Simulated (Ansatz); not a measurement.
## Is this NaI₂ stable against decomposition?

Theory: DFT PBE, scalar-relativistic, plane waves, PAW in Ansatz 0.2.0. Settings: cutoff 420 eV, Γ-centred meshes spaced at most about 0.3 Å⁻¹, and about 0.25 Å⁻¹ or finer for metals (2π included), Gaussian smearing. No spin polarisation.

Formation energies are uncorrected and refer to the elements' standard structures at the same level.

Temperature and zero-point effects are left out. These runs have no spin–orbit coupling, which can matter for I. In NaI2 p4/mmm an odd number of electrons in the primitive cell allows no gap without spin; a larger cell or a magnetic state could open one. The reference form of I is held partly by dispersion forces, which this level lacks.

The competitors are the elements and 1 reference phase of this chemical system (from databases or known types: NaI), relaxed at the same level; other known phases may be missing.

The candidate was reached from: NdI2 type. The sheet is periodic along a and b; c holds vacuum.

```
CELL_PARAMETERS angstrom
3.70213 0.00000 0.00000
0.00000 3.70213 0.00000
0.00000 0.00000 32.27730
ATOMIC_POSITIONS crystal
Na 0.00000 0.00000 0.27883
I 0.50000 0.50000 0.34416
I 0.50000 0.50000 0.21350
```

Question: Where does it stand against these competitors?

Answer: Not stable. Its formation energy is -0.608 eV/atom. The lowest competing mixture at this composition is this:

```tsv
phase	space group	source	share of atoms	ΔE_f (eV/atom)
I	-	element	0.3333	-0.0001
NaI	Fm-3m (No. 225)	COD	0.6667	-1.280
```

The lowest database cell of I (-0.0001) lies slightly below the reference, hence the non-zero entry.

The mixture lies at -0.853 eV/atom, and the candidate lies 0.24 eV/atom above it (0.25 eV/atom from unrounded values). The rivals are bulk phases, so the margin includes the cost of making a free sheet.
